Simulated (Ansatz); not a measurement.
Input of an Ansatz 0.2.0 run:

input

```
crystal:
  lattice:
    - [2.5080409239, 0.0, 0.0]
    - [-1.2467107647, 2.1762310413, 0.0]
    - [-0.6306650796, -1.0881155206, 3.02254]
  atoms:
    - { symbol: "N", position: [0.668506, 0.332385, 0.984999] }
    - { symbol: B, position: [0.979643, 0.983499, 0.001806] }
hamiltonian:
  xc: r2scan0
  pseudopotentials: { kind: paw }
kpoints:
  mp_grid: { grid: [7, 7, 5] }
  band_path:
    path:
      - [[0.0, 0.0, 0.0], [0.5, -0.5, 0.0], [0.5, -0.5, -0.5], [0.0, 0.0, -0.5], [0.0, 0.0, 0.0], [0.3772664522, 0.3772664522, -0.3772664522], [0.7093019284, -0.2906980716, -0.2093019284], [0.5, -0.5, 0.0]]
      - [[0.5, -0.5, -0.5], [0.6227335478, -0.3772664522, -0.6227335478]]
      - [[0.3772664522, 0.3772664522, -0.3772664522], [0.2906980716, 0.2906980716, -0.7906980716], [0.0, 0.0, -0.5]]
      - [[0.5, 0.0, -0.5], [0.0, 0.0, 0.0]]
    npoints: 4
scf:
  occupations: { method: fermi_dirac, width: 0.05 }
  n_extra_bands: 6
output:
  forces: true
  stress: true
  eigenvalues: true
  fatbands: false
```

(1) Predict the largest force.

(2) What does it give for the band gap along the path?

(3) What does it give for the pressure?

Results:

(1) 2.810 eV/Å.

(2) 4.95 eV, indirect (least direct gap 7.10 eV).

(3) -3.0 GPa.

Caveat: the k mesh is coarse (spacing up to 0.44 Å⁻¹), so the values aren't converged, least of all with exact exchange; the PAW data sets come from PBE, with cores solved anew for the run's functional, which leaves a small shift of forces and pressure; forces of over 1 eV/Å show positions far from the minimum, so gaps and moduli don't describe the material at rest; the thresholds are loose for stress.
